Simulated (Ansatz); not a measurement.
# BaTiO3 and the effect of the dispersion correction

The cell as given:

```
CELL_PARAMETERS angstrom
-3.80268 -0.05658 -0.02182
-0.02191 -0.03168 -4.13033
-0.11316 -7.97351 -0.06307
ATOMIC_POSITIONS crystal
Ba 0.04486 0.90917 0.49511
Ba 0.00815 0.92181 0.02441
Ti 0.45719 0.52057 0.20539
Ti 0.50232 0.47064 0.76225
O 0.48144 0.03993 0.24039
O 0.45629 0.07298 0.69357
O 0.53803 0.54059 0.44980
O 0.52906 0.55800 0.03050
O 0.98202 0.45740 0.26038
O 0.00064 0.50892 0.83819
```

The cell comes from a database or a generator and needn't be the form met in nature.

Kept alike: task relaxation of cell and atoms; functional PBEsol; k mesh 7 × 7 × 4; occupations fermi-dirac, width 0.05 eV; no spin polarisation. Program: Ansatz, Ansatz PAW, cutoff 420 eV. The mesh is that of the run's cell of 10 atoms. No spin-orbit coupling.

```csv
dispersion correction,volume (Å³/atom),first edge of the run's cell (Å),third edge of the run's cell (Å)
D3(BJ),12.350,3.950,7.907
D3(BJ)-ATM,12.394,3.954,7.916
D4,12.523,3.969,7.944
none,12.693,3.987,7.979
```

Relaxations stop with a little pressure left, so the last digits of a volume or edge aren't settled. Ansatz's relaxations hold a Pulay term in the stress (up to 0.6 GPa here). All rows use potentials made for PBE.

The volume runs from 12.350 (D3(BJ)) to 12.693 Å³/atom (none). Against no correction: D3(BJ) -2.7 %; D3(BJ)-ATM -2.4 %; D4 -1.3 %. Dispersion terms mostly attract and so lower the volume; the schemes' coefficients and damping set how far. The first edge of the run's cell runs from 3.950 (D3(BJ)) to 3.987 Å (none). The third edge of the run's cell runs from 7.907 (D3(BJ)) to 7.979 Å (none).
